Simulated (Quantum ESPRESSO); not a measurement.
Hf under changes of volume

One of the cells (22.380 Å³/atom); the others are scaled copies at fixed shape and fractional positions:

```
Hf
1.0
     3.19670    0.00000    0.00000
    -1.59835    2.76842    0.00000
     0.00000    0.00000    5.05780
Hf
2
Direct
  0.66667 0.33333 0.75000
  0.33333 0.66667 0.25000
```

```yaml
Program: Quantum ESPRESSO 7.5
Functional: PBEsol
Potentials_or_basis: PseudoDojo 0.4.1 SR PBEsol standard
Cutoff: 789 eV
Density_cutoff: 3157 eV
k_mesh: 10 × 10 × 5
Occupations: fermi-dirac, width 0.05 eV
Spin: no spin polarisation
```

```tsv
volume (Å³/atom)	energy over the lowest point (meV/atom)	pressure (GPa)
21.037	5.80	3.4
21.485	0.00	0.9
21.933	1.00	-1.4
22.380	8.22	-3.6
22.828	?	?
23.276	39.21	-7.3
23.723	62.02	-8.9
```

Question: What does the run at 22.828 Å³/atom give?

Answer: Energy over the lowest point 21.12 meV/atom; pressure -5.5 GPa.

Worked out: A Birch-Murnaghan fit of order 3 (a polynomial in V^(-2/3)) to the other rows has its minimum at 21.64 Å³/atom with B0 = V·E''(V) = 114 GPa and B' = 3.3 at fixed shape and positions, which overstates the stiffness. It gives 21.11 meV/atom at 22.828 Å³/atom, against the run's 21.12, and -dE/dV = -5.6 GPa, against -5.5.

Energies are extrapolated to zero smearing.
